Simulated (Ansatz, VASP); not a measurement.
One calculation of MgS, two programs

The input INCAR:

```
PREC = Accurate
ENCUT = 520
EDIFF = 1E-6
ISMEAR = 0
SIGMA = 0.01
LREAL = False
LASPH = True
NELM = 60
ALGO = Normal
ISIF = 2
LWAVE = False
LCHARG = False
GGA = PS
NBANDS = 11
```

File KPOINTS:

```
Automatic mesh
0
Gamma
  6 6 6
```

File POSCAR:

```
MgS
1.0
    0.0000000000      2.6015179373      2.6015179373
    2.6015179373      0.0000000000      2.6015179373
    2.6015179373      2.6015179373      0.0000000000
Mg S
1 1
Direct
    0.0000000000      0.0000000000      0.0000000000
    0.5000000000      0.5000000000      0.5000000000
```

Input for Ansatz:

```yaml
crystal:
  lattice:
    - [0.0, 2.6015179373, 2.6015179373]
    - [2.6015179373, 0.0, 2.6015179373]
    - [2.6015179373, 2.6015179373, 0.0]
  atoms:
    - { symbol: Mg, position: [0.0, 0.0, 0.0] }
    - { symbol: S, position: [0.5, 0.5, 0.5] }
kpoints:
  mp_grid: { grid: [6, 6, 6] }
hamiltonian:
  xc: pbesol
scf:
  occupations: { method: fixed }
  n_extra_bands: 4
output:
  forces: true
  stress: true
  eigenvalues: true
```

The cell was built by a generator and needn't be a form met in nature.

Alike in both runs: task single point; functional PBEsol; k mesh 6 × 6 × 6; no spin polarisation.

|  | VASP | Ansatz |
| --- | --- | --- |
| version | VASP 6.6.1 | Ansatz 0.2.0 |
| potentials or method | VASP PAW PBE potentials, release 64 (Mg, S) | plane waves, PAW |
| plane-wave cutoff (eV) | 520 | 420 |
| occupations | gaussian, width 0.01 eV | fixed |
| valence electrons in the cell | 8 | 16 |

Ansatz gave:

```
gap on the k mesh at the Fermi level (eV) : 2.70
pressure (GPa)                            : -0.9
```

**Question.** Which values does VASP return?

**Answer.** gap on the k mesh at the Fermi level (eV): 2.70; pressure (GPa): -1.1.

The two sets of potentials don't hold the same shells in valence.

Caveats: the PAW data sets were made with another functional, which shifts forces and pressure a little (VASP). As with any semilocal functional, this PBEsol gap is likely too small. A k mesh can miss the band edges.
